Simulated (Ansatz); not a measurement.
Rows from a G0W0 calculation on GaSb (F-43m) (Ansatz 0.2.0; G0W0 on r2SCAN+U, plane waves, PAW; PAW set soft_1; 6×6×6 mesh, 238 empty bands, screening to 150 eV, PAW set soft_1 files), in eV. Spin-orbit coupling is left out.

The database entry behind the starting cell differs from later determinations by our own check (about 0.4 % long), so it need not match the best structure at ambient conditions.

| row | Σx | Σc | Vxc | Z |
| --- | --- | --- | --- | --- |
| A | -12.05 | -3.79 | -15.88 | 0.76 |
| B | -7.68 | -4.00 | -11.68 | 0.75 |
| C | -15.32 | 0.61 | -14.37 | 0.76 |

Question: Which rows are filled states and which are empty ones, and how can one tell?

Filled: C. Empty: A and B. The sign of Σc tells: for a filled state bare exchange, which holds its interaction with itself, lies below Vxc (Σx − Vxc is -1.0 eV or lower here) and screening gives part back as a positive Σc. For an empty state Σx lies above Vxc (+3.8 eV or more) and the Coulomb hole leaves Σc negative.

[Runs of the session that timed out or met a known fault of the program may be left out.]

[Cells called generated may have been cut or substituted from an entry of the Crystallography Open Database or the Materials Project.]

[Hosts, paths, dates, database ids (printed as entryN), source tags and the programs' standing remarks are cut or masked in the printed files.]
